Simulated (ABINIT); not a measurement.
Input of an ABINIT 10.8.3 (patched build) run:

Contents of run.abi:

```
pp_dirpath "./"
pseudos "Rh.upf"

acell 5.1608024419 5.1608024419 8.3686313559
rprim
     1.0000000000     0.0000000000     0.0000000000
    -0.5000000000     0.8660254038     0.0000000000
     0.0000000000     0.0000000000     1.0000000000
ntypat 1
znucl 45
natom 2
typat 1 1
xcart
    -0.0000000001     1.5767314853     1.1071222500
     1.3654895212     0.7883657425     3.3213667500 Angstrom

ecut 40.0

kptopt 1
ngkpt 8 8 4
nshiftk 1
shiftk 0.0 0.0 0.0

ixc -116133

nband 21
occopt 3
tsmear 0.00183747

nstep 100
tolvrs 1.0e-10

iomode 3
prtwf 0
prtden 0
prteig 0
prtebands 0
```

Potentials or basis: PseudoDojo NC SR PBEsol v0.4.1 standard.

The run is started by

```bash
$ mpirun --bind-to none -np 4 abinit run.abi > log 2>&1
```

**Question.** What does it give for the band gap on the k mesh?

**Answer.** None (metal or under the smearing width).

**Question.** What does it give for the pressure?

**Answer.** -14.4 GPa.

Stress tensor (GPa, compression positive):
```
-13.19   0.00   0.00
  0.00 -13.19   0.00
  0.00   0.00 -16.76
```
